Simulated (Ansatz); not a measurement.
# Sb (P2_1/m) in Ansatz: a series of runs

One crystal, Sb, is run at these levels: PBEsol; tasks: band structure.

Program: Ansatz 0.2.0. These are calculated values, not measurements. Logs are shortened: lines on timing, memory, paths and dates and some standing lists are left out, and cuts for length are marked.

### Step 1. Starting point

Symmetry: P2_1/m, No. 11, monoclinic system. Conventional cell: a = 4.528 Å, b = 4.421 Å, c = 6.500 Å, α = 90.00°, β = 101.72°, γ = 90.00°. Sb (site symmetry m) has 3 Sb at 2.92 to 2.98 Å as nearest neighbours. Around Sb (site symmetry m) lie 3 Sb at 2.92 to 2.98 Å.

This isn't the form of Sb at room conditions, which is rhombohedral.

### Step 2. Band structure, PBEsol

The input, input.yaml:

```yaml
crystal:
  lattice:
    - [4.5277, 0.0, 0.0]
    - [0.0, 4.4211, 0.0]
    - [-1.320519, 0.0, 6.364348]
  atoms:
    - { symbol: Sb, position: [0.33993, 0.25, 0.68367] }
    - { symbol: Sb, position: [0.936638, 0.75, 0.762758] }
    - { symbol: Sb, position: [0.063362, 0.25, 0.237242] }
    - { symbol: Sb, position: [0.66007, 0.75, 0.31633] }
kpoints:
  mp_grid: { grid: [6, 6, 4] }
  band_path:
    path:
      - [0.0, 0.0, 0.0]
      - [0.0, 0.0, 0.5]
      - [-0.4477206365, 0.0, 0.6305792361]
      - [-0.5, 0.0, 0.5]
      - [-0.5, 0.5, 0.5]
      - [-0.5522793635, 0.5, 0.3694207639]
      - [-0.5, 0.5, 0.0]
      - [-0.5, 0.0, 0.0]
    npoints: 12
scf:
  occupations: { method: fermi_dirac, width: 0.05 }
hamiltonian:
  xc: pbesol
  pseudopotentials: { kind: all_electron, lapw: { basis_error: 0.002 } }
output:
  forces: true
  stress: true
  eigenvalues: true
```

Potentials or basis: all-electron LAPW, scalar-relativistic.

The run is started by

```
$ ansatz run input.yaml --threads 2 --pin off --max-ram 8192MiB --backend cpu --events-out ev --progress --plain --runs-dir out
```

Log:

```text
Warning: RAYON_NUM_THREADS=2 ignored (pool sized by the plan → 2); use --threads N
LAPW: plane waves up to 7.426 Å⁻¹, error target 2.0e-3 eV per atom; small_component_spin mean_spin; Sb in spheres of 1.459 Å, 23 of its electrons in bands, Dirac shells [] (how accurate: hamiltonian.pseudopotentials.lapw.basis_error, Limitations)
Engine: ansatz 0.2.0, aarch64-unknown-linux-gnu
Pseudopotentials: kind: all_electron
Pseudopotential: Sb, LAPW, valence charge 23, lapw/all_electron/scalar/gaussian/Sb, Koelling and Harmon's equation, gaussian nucleus
Functional definition: PBEsol
  exchange = pbesol_x
  correlation = pbesol_c
Crystal: 4 atoms, lattice volume = 127.398 Å³
Basis set: ecut = 210.1216745605322 eV, 881 PW (Γ), exchange–correlation at level 2
Bands: 56, of which v1, the nominal top of the filled ones, is band 46 counted from 1 (45 counted from 0)
Symmetry: 4 space group operations
Space group: P21/m (ITA 11), of the structure as read, at distance tolerance 5.0e-5 Å
k-points: 56 of 144
Non-local potential: Sb, projectors of the file, none
Initial density: superposition of atomic densities (chi_scale 0.1, normalization cell)
Initial wavefunctions: plane waves of lowest kinetic energy (no species holds an atomic orbital)
Functional: x = pbesol(κ = 0.804, μ = 0.12345679012345678), c = pbesol(β = 0.046)
iter 1 solved again at ethr=1.97e-4 eV; its pass at ethr=1.00e-1 eV (dr2=1.81e-1 eV) is discarded
SCF iter   1: F=—  HF=-705166.784475 eV  |F-HF|=—  |Δ(HF+E_count)|=         —  Δρ=1.22e-2  dr2=1.84e-1  ethr=1.97e-4  ⟨swp⟩=3.0  Hψ=20510  notcnv=0
preconditioner: auto → LDOS  [metal: Δε(μ)=0.116 eV  Ē_g=9.131 eV  σ=0.050 eV  W_gap=0.41  n_scr=34 (ndim 8)  ℏωp=14.7 eV  f_vac=0.028  D(μ)=0.89/eV (n_scr^D=2)  β→1.0]
SCF iter   2: F=—  HF=-705166.758268 eV  |F-HF|=—  |Δ(HF+E_count)|=   2.62e-2  Δρ=2.76e-3  dr2=4.31e-2  ethr=1.97e-4  ⟨swp⟩=2.4  Hψ=9883  notcnv=0
SCF iter   3: F=—  HF=-705166.748650 eV  |F-HF|=—  |Δ(HF+E_count)|=   9.62e-3  Δρ=2.04e-3  dr2=2.83e-2  ethr=4.68e-5  ⟨swp⟩=2.9  Hψ=10010  notcnv=0
iter 4 solved again at ethr=2.14e-6 eV; its pass at ethr=3.08e-5 eV (dr2=1.97e-3 eV) is discarded
SCF iter   4: F=—  HF=-705166.740463 eV  |F-HF|=—  |Δ(HF+E_count)|=   8.19e-3  Δρ=5.91e-4  dr2=1.98e-3  ethr=2.14e-6  ⟨swp⟩=2.0  Hψ=15747  notcnv=0
SCF iter   5: F=—  HF=-705166.739364 eV  |F-HF|=—  |Δ(HF+E_count)|=         —  Δρ=1.76e-4  dr2=1.78e-4  ethr=2.14e-6  ⟨swp⟩=2.0  Hψ=9322  notcnv=0
the basis was enlarged: its passes take 120.4 KiB over the memory plan, 2 of 2 planned eigensolver slots
SCF iter   6: F=—  HF=-705166.739299 eV  |F-HF|=—  |Δ(HF+E_count)|=   6.48e-5  Δρ=2.53e-5  dr2=2.24e-6  ethr=1.94e-7  ⟨swp⟩=2.0  Hψ=9324  notcnv=0
SCF iter   7: F=-705166.739298 eV  HF=-705166.739298 eV  |F-HF|=2.92e-8  |Δ(HF+E_count)|=   1.11e-6  Δρ=3.25e-6  dr2=2.19e-8  ethr=2.44e-9  ⟨swp⟩=2.1  Hψ=9327  notcnv=0
SCF 1 converged in 7 iterations: F = -705166.739298 eV  dr2 = 2.19e-8
NSCF: frozen V_eff on 85 k-points
SCF converged after 7 iterations
Free energy (F): -705166.739298 eV
Harris-Foulkes:  -705166.739298 eV  (|F-HF|=2.92e-8)
Internal energy: -705166.729933 eV  (E = F + TS)
E sigma→0 (E₀):  -705166.734615 eV
Entropy (-TS):   -0.009365 eV (-2.341 meV/atom)
Fermi energy:    11.447319 eV
--- Per-component energies (eV) ---
  E_band       = -3688.717180
  E_kinetic    = 743099.126304
  E_xc         = -18263.170476
  E_electrostatic = -1430002.685761  (all electrons and nuclei)
  E_smearing   = -0.009365  (= −TS)
  E_closure    = 0.000000  (closes the sum)
  E_atoms      = -705149.057781  (free atoms, spherical and without spin; not in F)
  Σ components = -705166.739298   (vs F -705166.739298, Δ=0.00e0)
  Basis errors (estimates in eV, not in F): energy 8.0e-4 per atom: plane waves 7.3e-4 (4.2e-4 summed), levels above the bands 4.5e-59, relativity 4.1e-9, radial functions 6.9e-5, core shells 4.1e-9; eigenvalues (radial functions only) 7.5e-7; not estimated: angular momenta, meshes, grids; target (lapw.basis_error) 2.0e-3; muffin-tin radii Sb 1.459 Å
--- Forces (eV/Å), atoms counted from 1 ---
  atom   1  Sb    -0.08850426    -0.00000000     0.06663249
  atom   2  Sb     0.12794347    -0.00000000    -0.06929519
  atom   3  Sb    -0.12794347     0.00000000     0.06929519
  atom   4  Sb     0.08850426     0.00000000    -0.06663249
  max |Σ_I F_I| component: 0.00e0 eV/Å
--- Stress (GPa, compression-positive) ---
       -2.345228      -0.000000       0.389792
       -0.000000      -2.821181      -0.000000
        0.389792      -0.000000      -1.864120
  P = ⅓ Tr σ = -2.3435 GPa (-23.435 kbar)
--- Band table (eV; the first three rows and the last of 56) ---
  k-point 0: bands = ["-132.6373", "-132.6373", "-132.5296", "-132.5296", "-85.6790", "-85.6790", "-85.6702", "-85.6701", "-85.6363", "-85.6362", "-85.5734", "-85.5733", "-85.5509", "-85.5509", "-85.5372", "-85.5372", "-17.6400", "-17.6359", "-17.6343", "-17.5965", "-17.5901", "-17.5800", "-17.5763", "-17.5535", "-17.5495", "-17.5440", "-17.4711", "-17.4547", "-17.4514", "-17.4509", "-17.4447", "-17.4257", "-17.4256", "-17.3948", "-17.3859", "-17.3852", "-0.7810", "1.6454", "4.1268", "5.0431", "7.2201", "8.0280", "8.6952", "9.3192", "10.0887", "11.3194", "13.4672", "14.1495", "14.3929", "14.4822", "14.5308", "14.9560", "15.3882", "16.9467", "17.3736", "18.1902"]
  k-point 1: bands = ["-132.6373", "-132.6373", "-132.5296", "-132.5296", "-85.6790", "-85.6790", "-85.6702", "-85.6701", "-85.6363", "-85.6362", "-85.5734", "-85.5733", "-85.5509", "-85.5509", "-85.5372", "-85.5372", "-17.6409", "-17.6365", "-17.6334", "-17.5949", "-17.5891", "-17.5777", "-17.5758", "-17.5569", "-17.5540", "-17.5423", "-17.4711", "-17.4552", "-17.4503", "-17.4503", "-17.4448", "-17.4256", "-17.4255", "-17.3948", "-17.3857", "-17.3852", "-0.6402", "1.2215", "4.0922", "5.5062", "7.6855", "8.1862", "8.4142", "9.5945", "9.7438", "11.1321", "12.7528", "13.2513", "13.9421", "14.4864", "15.1426", "15.3710", "15.5548", "16.9088", "17.8495", "18.3593"]
  k-point 2: bands = ["-132.6373", "-132.6373", "-132.5296", "-132.5296", "-85.6790", "-85.6790", "-85.6702", "-85.6701", "-85.6362", "-85.6362", "-85.5734", "-85.5733", "-85.5509", "-85.5509", "-85.5372", "-85.5372", "-17.6415", "-17.6370", "-17.6327", "-17.5938", "-17.5866", "-17.5802", "-17.5672", "-17.5629", "-17.5594", "-17.5413", "-17.4712", "-17.4557", "-17.4497", "-17.4493", "-17.4449", "-17.4255", "-17.4253", "-17.3948", "-17.3854", "-17.3853", "-0.4409", "0.7946", "4.0831", "5.8139", "8.1681", "8.4281", "9.0007", "9.3387", "9.7190", "9.8842", "12.0926", "13.2994", "13.6234", "14.4409", "15.2997", "15.7687", "15.9646", "17.0134", "17.8860", "18.8062"]
  k-point 55: bands = ["-132.6373", "-132.6373", "-132.5296", "-132.5296", "-85.6790", "-85.6790", "-85.6702", "-85.6702", "-85.6362", "-85.6362", "-85.5734", "-85.5734", "-85.5509", "-85.5509", "-85.5372", "-85.5372", "-17.6337", "-17.6337", "-17.5931", "-17.5931", "-17.5749", "-17.5749", "-17.5636", "-17.5636", "-17.5433", "-17.5433", "-17.4600", "-17.4600", "-17.4557", "-17.4557", "-17.4443", "-17.4443", "-17.4294", "-17.4294", "-17.3933", "-17.3933", "1.6954", "1.6954", "3.2610", "3.2610", "6.3343", "6.3343", "7.6187", "7.6187", "10.1914", "10.1914", "13.3827", "13.3827", "15.0116", "15.0116", "16.0827", "16.0827", "18.1260", "18.1260", "18.5827", "18.5827"]
```

Run time: 48 s. Hardware: 2 threads of Arm Neoverse V1, shared host; peak memory 0.58 GiB.

What came out:

- Free energy: -705166.7393 eV
- Pressure: -2.3 GPa
- Largest force: 0.146 eV/Å
- Band gap along the path: none (metal or under the smearing width)

Forces on the atoms (eV/Å):
```
Sb  -0.089  0.000  0.067
Sb   0.128  0.000 -0.069
Sb  -0.128  0.000  0.069
Sb   0.089  0.000 -0.067
```

Levels at the corners of the path, in eV from the Fermi level:
```csv
point,band 42,band 43,band 44,band 45,band 46,band 47,band 48,band 49,band 50,band 51
Γ,-3.42,-2.75,-2.13,-1.36,-0.13,2.02,2.70,2.95,3.03,3.08
Y,-3.02,-2.45,-2.11,-1.73,-1.56,0.65,1.85,2.18,2.99,3.85
H,-1.86,-1.69,-1.06,-1.02,-0.65,-0.26,0.23,0.66,1.71,1.82
C,-2.14,-1.76,-1.01,-0.87,-0.71,-0.33,0.76,1.06,1.22,1.65
E,-5.11,-3.83,-3.83,-1.26,-1.26,1.94,1.94,3.56,3.56,4.64
M1,-5.07,-3.58,-3.58,-1.48,-1.48,1.88,1.88,3.17,3.17,4.82
A,-4.86,-3.50,-3.50,-2.28,-2.28,0.82,0.82,5.00,5.00,5.32
X,-2.33,-2.08,-1.09,-0.89,-0.69,0.29,1.10,1.27,1.45,1.90
```

Caveat: spin-orbit coupling is left out, which moves the levels of the heavy elements.

### Step 3. Band structure, PBEsol

Changes to input.yaml since step 2:

```diff
@@ -27,3 +27,6 @@
   xc: pbesol
-  pseudopotentials: { kind: all_electron, lapw: { basis_error: 0.002 } }
+  pseudopotentials:
+    kind: all_electron
+    lapw: { basis_error: 0.002 }
+    relativity: none
 output:
```

Potentials or basis: all-electron LAPW, non-relativistic.

The run is started by

```
$ ansatz run input.yaml --threads 2 --pin off --max-ram 8192MiB --backend cpu --events-out ev --progress --plain --runs-dir out
```

Run time: 52 s. Hardware: 2 threads of Arm Neoverse V1, shared host; peak memory 0.57 GiB.

The run converged. Its results:

```
Free energy             : -687133.9641 eV
Pressure                : -2.0 GPa
Largest force           : 0.148 eV/Å
Band gap along the path : none (metal or under the smearing width)
```

Forces in eV/Å, atoms in the order of the input:
```
Sb  -0.088  0.000  0.057
Sb   0.107  0.000 -0.102
Sb  -0.107  0.000  0.102
Sb   0.088  0.000 -0.057
```

Stress tensor (GPa, compression positive):
```
-2.11  0.00  0.22
 0.00 -2.33  0.00
 0.22  0.00 -1.65
```

Levels at the corners of the path, in eV from the Fermi level:
| point | band 42 | band 43 | band 44 | band 45 | band 46 | band 47 | band 48 | band 49 | band 50 | band 51 |
| --- | --- | --- | --- | --- | --- | --- | --- | --- | --- | --- |
| Γ | -3.65 | -2.85 | -2.27 | -1.56 | -0.17 | 1.70 | 2.56 | 2.80 | 2.88 | 2.92 |
| Y | -3.25 | -2.58 | -2.32 | -1.85 | -1.73 | 0.59 | 1.60 | 1.96 | 2.85 | 3.63 |
| H | -2.11 | -1.77 | -1.24 | -0.97 | -0.54 | -0.49 | 0.18 | 0.68 | 1.62 | 1.70 |
| C | -2.32 | -2.00 | -1.22 | -0.77 | -0.57 | -0.56 | 0.65 | 1.13 | 1.20 | 1.45 |
| E | -5.34 | -4.00 | -4.00 | -1.37 | -1.37 | 1.86 | 1.86 | 3.33 | 3.33 | 4.52 |
| M1 | -5.30 | -3.71 | -3.71 | -1.61 | -1.61 | 1.79 | 1.79 | 2.94 | 2.94 | 4.73 |
| A | -5.02 | -3.68 | -3.68 | -2.43 | -2.43 | 0.62 | 0.62 | 4.95 | 4.95 | 5.26 |
| X | -2.45 | -2.32 | -1.11 | -1.02 | -0.66 | 0.07 | 1.26 | 1.27 | 1.43 | 1.76 |

Caveat: relativity is left out, which matters for the heavier elements; spin-orbit coupling is left out, which moves the levels of the heavy elements.

### Step 4. Band structure, PBEsol

Changes to input.yaml since step 3:

```diff
@@ -27,6 +27,3 @@
   xc: pbesol
-  pseudopotentials:
-    kind: all_electron
-    lapw: { basis_error: 0.002 }
-    relativity: none
+  pseudopotentials: { kind: all_electron, datasets: crystal }
 output:
```

Potentials or basis: all-electron PAW datasets made for the crystal.

The run is started by

```
$ ansatz run input.yaml --threads 2 --pin off --max-ram 8192MiB --backend cpu --events-out ev --progress --plain --runs-dir out
```

Wall time 16 s (2 threads of Arm Neoverse V1, shared host); peak memory 0.5 GiB.

It converged, with:

```yaml
Free_energy: -705166.7419 eV
Pressure: -2.3 GPa
Largest_force: 0.145 eV/Å
Band_gap_along_the_path: none (metal or under the smearing width)
```

Forces on the atoms (eV/Å):
```
Sb  -0.088  0.000  0.067
Sb   0.128  0.000 -0.069
Sb  -0.128  0.000  0.069
Sb   0.088  0.000 -0.067
```

Stress tensor (GPa, compression positive):
```
-2.35  0.00  0.39
 0.00 -2.83  0.00
 0.39  0.00 -1.87
```

Levels at the corners of the path, in eV from the Fermi level:
| point | band 6 | band 7 | band 8 | band 9 | band 10 | band 11 | band 12 | band 13 | band 14 | band 15 |
| --- | --- | --- | --- | --- | --- | --- | --- | --- | --- | --- |
| Γ | -3.42 | -2.75 | -2.13 | -1.36 | -0.13 | 2.02 | 2.70 | 2.95 | 3.03 | 3.08 |
| Y | -3.02 | -2.45 | -2.11 | -1.73 | -1.56 | 0.65 | 1.85 | 2.18 | 2.99 | 3.85 |
| H | -1.86 | -1.69 | -1.06 | -1.02 | -0.65 | -0.26 | 0.23 | 0.66 | 1.71 | 1.82 |
| C | -2.14 | -1.75 | -1.01 | -0.87 | -0.71 | -0.33 | 0.76 | 1.07 | 1.22 | 1.65 |
| E | -5.11 | -3.83 | -3.83 | -1.26 | -1.26 | 1.94 | 1.94 | 3.56 | 3.56 | 4.64 |
| M1 | -5.07 | -3.58 | -3.58 | -1.48 | -1.48 | 1.88 | 1.88 | 3.17 | 3.17 | 4.82 |
| A | -4.86 | -3.50 | -3.50 | -2.28 | -2.28 | 0.82 | 0.82 | 5.00 | 5.00 | 5.32 |
| X | -2.33 | -2.08 | -1.09 | -0.89 | -0.69 | 0.29 | 1.10 | 1.27 | 1.45 | 1.90 |

Caveat: spin-orbit coupling is left out, which moves the levels of the heavy elements.

### Step 5. Band structure, PBEsol

Changes to input.yaml since step 4:

```diff
@@ -27,3 +27,6 @@
   xc: pbesol
-  pseudopotentials: { kind: all_electron, datasets: crystal }
+  pseudopotentials:
+    kind: all_electron
+    lapw: { basis_error: 0.002 }
+    dirac_shells: { Sb: ["3p", "3d"] }
 output:
```

Potentials or basis: all-electron LAPW, inner shells corrected to Dirac's equation.

The run is started by

```
$ ansatz run input.yaml --threads 2 --pin off --max-ram 8192MiB --backend cpu --events-out ev --progress --plain --runs-dir out
```

It took 49 s on 2 threads of Arm Neoverse V1, shared host; peak memory 0.58 GiB.

Results (log left out):

```
Free energy             : -705382.8917 eV
Pressure                : -2.3 GPa
Largest force           : 0.145 eV/Å
Band gap along the path : none (metal or under the smearing width)
```

Forces in eV/Å, atoms in the order of the input:
```
Sb  -0.088  0.000  0.067
Sb   0.127  0.000 -0.068
Sb  -0.127  0.000  0.068
Sb   0.088  0.000 -0.067
```

Stress tensor (GPa, compression positive):
```
-2.34  0.00  0.39
 0.00 -2.81  0.00
 0.39  0.00 -1.86
```

Levels at the corners of the path, in eV from the Fermi level:
```tsv
point	band 42	band 43	band 44	band 45	band 46	band 47	band 48	band 49	band 50	band 51
Γ	-3.42	-2.75	-2.13	-1.36	-0.13	2.02	2.70	2.95	3.04	3.08
Y	-3.02	-2.45	-2.11	-1.73	-1.56	0.65	1.85	2.18	2.99	3.85
H	-1.86	-1.69	-1.06	-1.02	-0.65	-0.26	0.23	0.66	1.71	1.82
C	-2.14	-1.76	-1.01	-0.87	-0.71	-0.34	0.76	1.07	1.22	1.65
E	-5.11	-3.83	-3.83	-1.26	-1.26	1.94	1.94	3.56	3.56	4.64
M1	-5.07	-3.58	-3.58	-1.48	-1.48	1.88	1.88	3.17	3.17	4.82
A	-4.86	-3.50	-3.50	-2.28	-2.28	0.82	0.82	5.00	5.00	5.32
X	-2.33	-2.08	-1.09	-0.89	-0.69	0.29	1.10	1.28	1.45	1.90
```

Caveat: spin-orbit coupling is left out, which moves the levels of the heavy elements.

### Step 6. Overview

```tsv
potentials or basis	cutoff (eV)	basis error allowed	pressure (GPa)	largest force (eV/Å)
all-electron LAPW, scalar-relativistic	210	0.002 eV/atom	-2.3	0.15
all-electron LAPW, non-relativistic	210	0.002 eV/atom	-2.0	0.15
all-electron PAW datasets made for the crystal	140	-	-2.3	0.14
all-electron LAPW, inner shells corrected to Dirac's equation	210	0.002 eV/atom	-2.3	0.14
```

Alike in all rows: task band structure; level PBEsol; no spin polarisation; cell as given; k mesh 6 × 6 × 4; smearing fermi-dirac 0.05 eV.

Caveats: spin-orbit coupling is left out, which moves the levels of the heavy elements; relativity is left out, which matters for the heavier elements (some runs).

Compare energies only between runs with the same functional and basis.
